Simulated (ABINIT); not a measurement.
**AlN (P6_3mc): G0W0 with ABINIT, start to end**

How does a plane-wave GW calculation on AlN (P6_3mc) run from the first input to the gap?

Calculated with ABINIT 10.8.3; PBE and many-body steps on it, plane waves.

The database entry behind the starting cell differs from later determinations by our own check (inner coordinate u about 0.002 short), so it need not match the best structure at ambient conditions.

## (1) The structure

The structure is hexagonal, space group P6_3mc (No. 186). The conventional cell has a = 3.113 Å, b = 3.113 Å, c = 4.981 Å, α = 90.00°, β = 90.00°, γ = 120.00°. Nearest to Al lie 4 N at 1.89 Å. Nearest to N lie 4 Al at 1.89 Å. Farther neighbours and most contacts between anions are not listed.

The cell and positions come from the Crystallography Open Database and are kept as given unless a step says otherwise.

## (2) Ground state

This step: ABINIT 10.8.3; DFT, PBE, plane waves, norm-conserving pseudopotentials.

The ground-state density comes first.

run.abi reads:

```
acell 3*1.0 Angstrom
rprim 
  3.113000000011 -0.000000000003 0.000000000000
  -1.556500000003 2.695937081992 0.000000000000
  0.000000000000 0.000000000000 4.981000000000
ntypat 2
znucl 13 7
natom 4
typat 1 1 2 2
xred 
  0.333333333333 0.666666666667 0.000000000000
  0.666666666667 0.333333333333 0.500000000000
  0.333333333333 0.666666666667 0.380000000000
  0.666666666667 0.333333333333 0.880000000000
pp_dirpath "pseudos"
pseudos "Al.upf, N.upf"
ecut 36
ngkpt 6 6 4
nshiftk 1
shiftk 0 0 0
kptopt 1
chksymbreak 0
nband 14
occopt 1
tolvrs 1e-10
nstep 60
prtwf 0
optforces 0
optstress 0
indata_prefix "in"
outdata_prefix "out"
tmpdata_prefix "tmp"
```

Command:

```console
$ OMP_NUM_THREADS=1 mpirun -n 8 abinit run.abi > log
```

Numbers of over 12 decimals in the logs are rounded to 6 here.

The log of the run:

```text
.Version 10.8.3 of ABINIT. v10.8.2 released Aug 2026.

 Symmetries : space group P6_3 m c (#186); Bravais hP (primitive hexag.)
================================================================================
 Values of the parameters that define the memory need of the present run
     intxc =       0    ionmov =       0      iscf =       7    lmnmax =       6
     lnmax =       6     mgfft =      54  mpssoang =       3    mqgrid =    3001
     natom =       4  nloc_mem =       1    nspden =       1   nspinor =       1
    nsppol =       1      nsym =      12    n1xccc =    2501    ntypat =       2
    occopt =       1   xclevel =       2
-    mband =          14        mffmem =           1         mkmem =           3
       mpw =        2934          nfft =       55296          nkpt =          21
================================================================================
  Rough estimation (10% accuracy) of disk space for files :
================================================================================

--------------------------------------------------------------------------------
------------- Echo of variables that govern the present computation ------------
--------------------------------------------------------------------------------
 -outvars: echo values of preprocessed input variables --------
            acell      1.8897261259E+00  1.8897261259E+00  1.8897261259E+00 Bohr

      chksymbreak           0
             ecut      3.60000000E+01 Hartree
-          fftalg         312

              ixc     -101130
              kpt      0.00000000E+00  0.00000000E+00  0.00000000E+00
                       1.66666667E-01  0.00000000E+00  0.00000000E+00
                       3.33333333E-01  0.00000000E+00  0.00000000E+00
                       5.00000000E-01  0.00000000E+00  0.00000000E+00
                       1.66666667E-01  1.66666667E-01  0.00000000E+00
                       3.33333333E-01  1.66666667E-01  0.00000000E+00
                       3.33333333E-01  3.33333333E-01  0.00000000E+00
                       0.00000000E+00  0.00000000E+00  2.50000000E-01
                       1.66666667E-01  0.00000000E+00  2.50000000E-01
   [... 10 further rows ...]
                       3.33333333E-01  1.66666667E-01  5.00000000E-01
                       3.33333333E-01  3.33333333E-01  5.00000000E-01
         kptrlatt        6    0    0      0    6    0      0    0    4
          kptrlen      3.52963046E+01
P           mkmem           3
            natom           4
            nband          14
            ngfft          32      32      54
             nkpt          21
            nstep          60
             nsym          12
           ntypat           2
              occ      2.000000  2.000000  2.000000  2.000000  2.000000  2.000000
                       2.000000  2.000000  0.000000  0.000000  0.000000  0.000000
                       0.000000  0.000000
        optforces           0
        optstress           0
            prtwf           0
            rprim      3.1130000000E+00 -3.0000000000E-12  0.0000000000E+00
[...]
spgroup         186

           tolvrs      1.00000000E-10

             xred      3.3333333333E-01  6.6666666667E-01  1.1102230246E-16
[...]
znucl       13.00000    7.00000

================================================================================

 chkinp: Checking input parameters for consistency.

================================================================================
== DATASET  1 ==================================================================
-   mpi_nproc: 8, omp_nthreads: 1 (-1 if OMP is not activated)

--- !DatasetInfo
iteration_state: {dtset: 1, }
dimensions: {natom: 4, nkpt: 21, mband: 14, nsppol: 1, nspinor: 1, nspden: 1, mpw: 2934, }
cutoff_energies: {ecut:  36.0, pawecutdg:  -1.0, }
electrons: {nelect:   1.60000000E+01, charge:   0.00000000E+00, occopt:   1.00000000E+00, tsmear:   1.00000000E-02, }

 Real(R)+Recip(G) space primitive vectors, cartesian coordinates (Bohr,Bohr^-1):
 R(1)=  5.8827174  0.0000000  0.0000000  G(1)=  0.1699895  0.0981435  0.0000000
 R(2)= -2.9413587  5.0945827  0.0000000  G(2)=  0.0000000  0.1962869  0.0000000
 R(3)=  0.0000000  0.0000000  9.4127258  G(3)=  0.0000000  0.0000000  0.1062392
 Unit cell volume ucvol=  2.8209931E+02 bohr^3
 Angles (23,13,12)=  9.00000000E+01  9.00000000E+01  1.20000000E+02 degrees

 getcut: wavevector=  0.0000  0.0000  0.0000  ngfft=  32  32  54
         ecut(hartree)=     36.000   => boxcut(ratio)=   2.01398

--- Pseudopotential description ------------------------------------------------
- Al Generated using ONCVPSP code by D. R. Hamann
- 13.00000   3.00000  171031                  znucl, zion, pspdat
12 -101130 2 -1 1876                          pspcod,pspxc,lmax,lloc,mmax
     nproj     2     2     2
  pspatm : epsatm=    4.08140545
         --- l  ekb(1:nproj) -->
[...]
pspatm: atomic psp has been read  and splines computed

- N Generated using ONCVPSP code by D. R. Hamann
-  7.00000   5.00000  171031                  znucl, zion, pspdat
12 -101130 1 -1 1058                          pspcod,pspxc,lmax,lloc,mmax
     nproj     2     2     0
  pspatm : epsatm=    5.20977870
         --- l  ekb(1:nproj) -->
[...]
pspatm: atomic psp has been read  and splines computed

   2.97317893E+02                                ecore*ucvol(ha*bohr**3)
--------------------------------------------------------------------------------

_setup2: Arith. and geom. avg. npw (full set) are    2910.285    2910.260

================================================================================

--- !BeginCycle
iteration_state: {dtset: 1, }
solver: {iscf: 7, nstep: 60, nline: 4, wfoptalg: 0, }
tolerances: {tolvrs: 1.00E-10, }

     iter   Etot(hartree)      deltaE(h)  residm     vres2
 ETOT  1  -25.271539827214    -2.527E+01 6.107E-02 8.448E+02
 ETOT  2  -25.352258701810    -8.072E-02 1.435E-02 6.550E+02
 ETOT  3  -25.587401781115    -2.351E-01 2.152E-02 9.364E-01
 ETOT  4  -25.588085893888    -6.841E-04 8.287E-03 1.660E-02
 ETOT  5  -25.588088186692    -2.293E-06 3.580E-03 1.904E-03
 ETOT  6  -25.588088419180    -2.325E-07 1.893E-03 2.744E-05
 ETOT  7  -25.588088426564    -7.385E-09 1.489E-03 4.553E-06
 ETOT  8  -25.588088428187    -1.622E-09 1.240E-03 2.558E-08
 ETOT  9  -25.588088428195    -7.653E-12 2.108E-03 7.436E-10
 ETOT 10  -25.588088428195    -3.944E-13 1.204E-03 6.680E-11

 At SCF step   10       vres2   =  6.68E-11 < tolvrs=  1.00E-10 =>converged.

--- !ResultsGS
iteration_state: {dtset: 1, }
comment   : Summary of ground state results
lattice_vectors:
- [  5.8827174,  -0.0000000,   0.0000000, ]
- [ -2.9413587,   5.0945827,   0.0000000, ]
- [  0.0000000,   0.0000000,   9.4127258, ]
lattice_lengths: [   5.88272,    5.88272,    9.41273, ]
lattice_angles: [ 90.000,  90.000, 120.000, ] # degrees, (23, 13, 12)
lattice_volume:   2.8209931E+02
convergence: {deltae: -3.944E-13, res2:  6.680E-11, residm:  1.204E-03, diffor:  0.000E+00, }
etotal    :  -2.55880884E+01
entropy   :   0.00000000E+00
fermie    :   1.95302428E-01
cartesian_stress_tensor: null
pressure_GPa: null
xred      :
- [  3.3333E-01,   6.6667E-01,   1.1102E-16, Al]
- [  6.6667E-01,   3.3333E-01,   5.0000E-01, Al]
- [  3.3333E-01,   6.6667E-01,   3.8000E-01,  N]
- [  6.6667E-01,   3.3333E-01,   8.8000E-01,  N]
cartesian_forces: null
force_length_stats: {min: null, max: null, mean: null, }

 Integrated electronic density in atomic spheres:
 ------------------------------------------------
 Atom  Sphere_radius  Integrated_density
[...]
4        2.00000          5.37790308
================================================================================

 ----iterations are completed or convergence reached----

 Mean square residual over all n,k,spin=   65.436E-07; max=  12.038E-04
 reduced coordinates (array xred) for    4 atoms
       0.333333333333      0.666666666667      0.000000000000
       0.666666666667      0.333333333333      0.500000000000
       0.333333333333      0.666666666667      0.380000000000
       0.666666666667      0.333333333333      0.880000000000
 rms dE/dt=  0.0000E+00; max dE/dt=  0.0000E+00; dE/dt below (all hartree)
    1       0.000000000000      0.000000000000      0.000000000000
    2       0.000000000000      0.000000000000      0.000000000000
    3       0.000000000000      0.000000000000      0.000000000000
    4       0.000000000000      0.000000000000      0.000000000000

 cartesian coordinates (angstrom) at end:
    1      1.67e-12     1.797291     0.000000
    2      1.556500     0.898646     2.490500
    3      1.67e-12     1.797291     1.892780
    4      1.556500     0.898646     4.383280
 length scales=  1.889726125908  1.889726125908  1.889726125908 bohr
              =  1.000000000000  1.000000000000  1.000000000000 angstroms
 prteigrs : about to open file out_EIG
 Fermi (or HOMO) energy (hartree) =   0.19530   Average Vxc (hartree)=  -0.39340
 Eigenvalues (hartree) for nkpt=  21  k points:
 kpt#   1, nband= 14, wtk=  0.00694, kpt=  0.0000  0.0000  0.0000 (reduced coord)
  -0.36127   -0.28223   -0.02425    0.16476    0.16476    0.18869    0.18869    0.19530
   0.35040    0.44063    0.58456    0.60656    0.60656    0.67969
 prteigrs : prtvol=0 or 1, do not print more k-points.

--- !EnergyTerms
iteration_state     : {dtset: 1, }
comment             : Components of total free energy in Hartree
kinetic             :  1.63754067525830E+01
hartree             :  5.68913969396399E+00
xc                  : -8.49822455013840E+00
Ewald energy        : -2.17432241271520E+01
psp_core            :  1.05394762412788E+00
local_psp           : -1.71233917846079E+01
non_local_psp       : -1.34174203697168E+00
total_energy        : -2.55880884281950E+01
total_energy_eV     : -6.96287357515931E+02
band_energy         :  5.39239398030489E-02

== END DATASET(S) ==============================================================
================================================================================

 -outvars: echo values of variables after computation  --------
           etotal     -2.5588088428E+01
            nband          14
             nkpt          21
          spgroup         186
 [... the other variables as echoed above ...]

 Calculation completed.
```

Run time: 8.1 s. Hardware: 8 MPI ranks of Arm Neoverse N1, shared host; peak memory 0.53 GiB; 64 s of CPU time.

Numbers from this step:

- total energy: -696.2874 eV
- gap: 4.220 eV
- k of the valence top: 0, 0, 0
- k of the conduction bottom: 0, 0, 0
- least direct gap: 4.220 eV

The gap is direct, at Γ.

(Continued in part 2 of 3.)

[Paths, hosts, dates, memory and timing lines, banners, echoed tables and standing remarks are left out of the program output.]

[Logs are printed without paths, hosts, clocks, repeated set-up lines and the standing remarks that a program may print on its own settings, such as how far it seeks lower states.]

[Runs of the session that timed out or met a known fault of the program may be left out.]

[Hosts, paths, dates, database ids (printed as entryN), source tags and the programs' standing remarks are cut or masked in the printed files.]

[G0W0 gaps are taken among the corrected bands and points alone; a level outside them can change the order at an edge.]

[Where Ansatz stands beside ABINIT at settings called matched, ABINIT's density can come from a denser mesh and the files from another edition; pairs whose starting gaps differed by over 0.03 eV were left out, so agreement reads better than it is.]
